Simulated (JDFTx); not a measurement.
# Hg: equation of state with PBE

The system is Hg.

```xyz
1
Lattice="-1.8767 1.8767 1.9168 1.8767 -1.8767 1.9168 1.8767 1.8767 -1.9168" Properties=species:S:1:pos:R:3 pbc="T T T"
Hg    0.0000    0.0000    1.9168
```

| Item | Value |
| --- | --- |
| Program | JDFTx 1.7.0 (patched build) |
| Task | equation of state |
| Functional | PBE |
| Potentials or basis | PseudoDojo-SR-PBE-0.5-standard |
| Cutoff | 898 eV |
| Density cutoff | 3592 eV |
| k mesh | 10 × 10 × 10 |
| Occupations | fermi-dirac, width 0.05 eV |
| Spin | no spin polarisation |

| Item | Value |
| --- | --- |
| Equilibrium volume | 29.49 Å³/atom (rough: see the caveat) |
| Bulk modulus at fixed shape and positions | 12.4 GPa (rough) |

Energy against volume, from the lowest point:
```tsv
volume (Å³/atom)	energy (meV/atom)
25.385	28.25
25.925	20.13
26.465	13.67
27.006	8.53
27.546	4.58
28.086	1.76
28.626	0.00
```

Caveat: the minimum lies outside the volumes run; the cell was scaled at fixed shape and fractional positions, which overstates the stiffness of a crystal with free parameters, most of all of layers and chains. Spin-orbit coupling is left out, which matters for the levels of Hg.
